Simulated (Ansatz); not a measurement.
CaS: what symmetry allows forces and stress to be

```
Ca S
1.0
     0.00000    2.84300    2.84300
     2.84300    0.00000    2.84300
     2.84300    2.84300    0.00000
Ca S
1 1
Direct
  0.00791 0.99209 0.00791
  0.50000 0.50000 0.50000
```

All numbers below come from DFT PBEsol, scalar-relativistic, plane waves, PAW in Ansatz.

Cutoff 420 eV; k points 8×8×8 on the computed 2-atom cell (Γ-centred); Gaussian smearing, width 0.02 eV; no spin polarisation.

This distorted cell has space group I4mm, with 8 operations.

**Question.** Without a calculation: in which directions can each atom feel a force?

**Answer.** A force must be left unchanged by every operation that keeps its atom in place, so it lies in the space that those operations leave fixed. Atoms that the group maps onto each other feel forces of one size.
```csv
atom,site symmetry,operations at the site,equivalent to atom,allowed force (Cartesian)
Ca1,4mm,8,1,"along (0.00, 1.00, 0.00)"
S2,4mm,8,2,"along (0.00, 1.00, 0.00)"
```

That leaves 2 independent force components of 6, tied by 1 condition that the forces sum to zero, so 1 remains. A relaxation in this cell that keeps the symmetry moves the atoms in these directions alone.

**Question.** And the stress tensor?

**Answer.** It must be invariant under the point group, which leaves 2 independent components: yz, xz, xy vanish; xx = zz.

**Question.** Do the computed values obey this?

**Answer.** Yes. Forces (eV/Å):
```
Ca1  0.000 -0.139  0.000
S2   0.000  0.139  0.000
```

Stress (GPa, compression positive, xx yy zz yz xz xy): -1.64 -1.48 -1.64 0.00 0.00 0.00. The program imposes the same operations on density, forces and stress, so this confirms the analysis and is no independent test of the calculation.